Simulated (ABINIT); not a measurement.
Crystal: HfO2.

```
Hf O
1.0
     0.00000    2.55750    2.55750
     2.55750    0.00000    2.55750
     2.55750    2.55750    0.00000
Hf O
1 2
Direct
  0.00000 0.00000 0.00000
  0.75000 0.75000 0.75000
  0.25000 0.25000 0.25000
```

Measurements of this composition are mostly on another form, of space group No. 14.

* Program: ABINIT 10.8.3 (patched build)
* Task: relaxation of cell and atoms
* Functional: PBE
* Potentials or basis: JTH PAW PBE v2.0
* Cutoff: 626 eV
* k mesh: 9 × 9 × 9
* Occupations: fermi-dirac, width 0.05 eV
* Spin: no spin polarisation

At the start: pressure -5.4 GPa; volume 11.15 Å³/atom.

**Question.** Where does the relaxation end?

**Answer.** Over 4 steps the energy falls by 4.2 meV/atom and the volume is 10.91 Å³/atom (-2.2 %); space group Fm-3m (No. 225, to 0.05 Å).

Step by step:
| step | energy change (eV) | largest force (eV/Å) | pressure (GPa) | volume (Å³) |
| --- | --- | --- | --- | --- |
| 1 | 0.0000 | 0.0000 | -5.36 | 33.46 |
| 2 | -0.0116 | 0.0000 | -1.46 | 32.91 |
| 3 | -0.0125 | 0.0000 | 0.05 | 32.71 |
| 4 | -0.0125 | 0.0000 | 0.00 | 32.72 |

Final structure:
```
Hf O
1.0
     0.00000    2.53856    2.53856
     2.53856    0.00000    2.53856
     2.53856    2.53856    0.00000
Hf O
1 2
Direct
  0.00000 0.00000 0.00000
  0.75000 0.75000 0.75000
  0.25000 0.25000 0.25000
```
